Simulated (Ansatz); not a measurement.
# TiO2: the cost of one run

Program: Ansatz 0.2.0. Level of theory: DFT PBE, scalar-relativistic, plane waves, PAW. These are calculated values, not measurements.

1 further run of the same task is left out (set aside as unsound or not needed).

### Step 1. The starting structure

The structure is tetragonal, space group P4_2/mnm (No. 136). The conventional cell has a = 4.643 Å, b = 4.643 Å, c = 2.964 Å, α = 90.00°, β = 90.00°, γ = 90.00°. Around Ti (site symmetry mmm) lie 6 O at 1.96 to 2.00 Å. Around O (site symmetry m2m) lie 3 Ti at 1.96 to 2.00 Å.

Coordinates:

```
Ti O
1.0
     4.64303    0.00000    0.00000
     0.00000    4.64303    0.00000
     0.00000    0.00000    2.96407
Ti O
2 4
Direct
  0.00000 0.00000 0.00000
  0.50000 0.50000 0.50000
  0.30510 0.30510 0.00000
  0.19490 0.80510 0.50000
  0.69490 0.69490 0.00000
  0.80510 0.19490 0.50000
```

The cell was relaxed beforehand at this level, from a generated guess; it needn't be the stable form of this composition. At a tolerance of 0.02 Å it has space group P4_2/mnm (No. 136); it has 10.65 Å³/atom, an uncorrected energy of -3.02 eV/atom over the elements and, on its mesh, gap 1.86 eV.

### Step 2. Seeking the band edges over the whole zone

Contents of input.yaml:

```yaml
crystal:
  lattice:
    - [4.6430305498, 0.0, 0.0]
    - [0.0, 4.6430305498, 0.0]
    - [0.0, 0.0, 2.9640697016]
  atoms:
    - { symbol: Ti, position: [0.0, 0.0, 0.0] }
    - { symbol: Ti, position: [0.5, 0.5, 0.5] }
    - { symbol: O, position: [0.3050959785, 0.3050959785, 0.0] }
    - { symbol: O, position: [0.1949040215, 0.8050959785, 0.5] }
    - { symbol: O, position: [0.6949040215, 0.6949040215, 0.0] }
    - { symbol: O, position: [0.8050959785, 0.1949040215, 0.5] }
basis:
  ecutwfc: 420
kpoints:
  mp_grid: { grid: [6, 6, 10] }
  band_path: { path: [VBM, CBM], npoints: 2 }
hamiltonian:
  xc: pbe
scf:
  occupations: { method: gaussian, width: 0.02 }
output:
  forces: false
  stress: false
  eigenvalues: true
checkpoint:
  read: start.run
  write: ck
  compress: false
  write_wavefunctions: false
  write_every: 100000
```

Launch:

```bash
$ ansatz run input.yaml --threads 1 --pin off --max-ram 2560MiB --backend cpu --events-out ev --progress --plain --runs-dir out
```

Q: Estimate wall time and peak memory on 1 thread of Intel Xeon Platinum 8488C (Sapphire Rapids), shared host.

About 10 s, with a peak of 0.41 GiB.
